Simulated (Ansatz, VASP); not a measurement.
**ZrB2: VASP beside Ansatz**

```
Zr B
1.0
     3.18426    0.00000    0.00000
    -1.59213    2.75765    0.00000
     0.00000    0.00000    3.54576
Zr B
1 2
Cartesian
  0.0000 0.0000 0.0000
  0.0000 1.8384 1.7729
  1.5921 0.9192 1.7729
```

Alike in both runs: functional PBEsol; k mesh 18 × 18 × 12; occupations gaussian, width 0.1 eV; no spin polarisation.

Ansatz relaxed the structure, and its values are those at the end. VASP's run is a single point on that final structure, the one shown.

|  | VASP | Ansatz |
| --- | --- | --- |
| version | VASP 6.6.1 | Ansatz 0.2.0 |
| potentials or method | VASP PAW PBE potentials, release 64 (Zr_sv, B) | scalar-relativistic, plane waves, PAW |
| plane-wave cutoff (eV) | 520 | 420 |
| valence electrons in the cell | 18 | 18 |

```tsv
	VASP	Ansatz	Ansatz less VASP
gap on the k mesh at the Fermi level (eV)	none	none	-
pressure (GPa)	-6.7	-7.0	-0.30
```

A gap of «none» marks a metal or a gap that the smearing closes.

Caveats: the PAW data sets were made with another functional, which shifts forces and pressure a little (VASP).
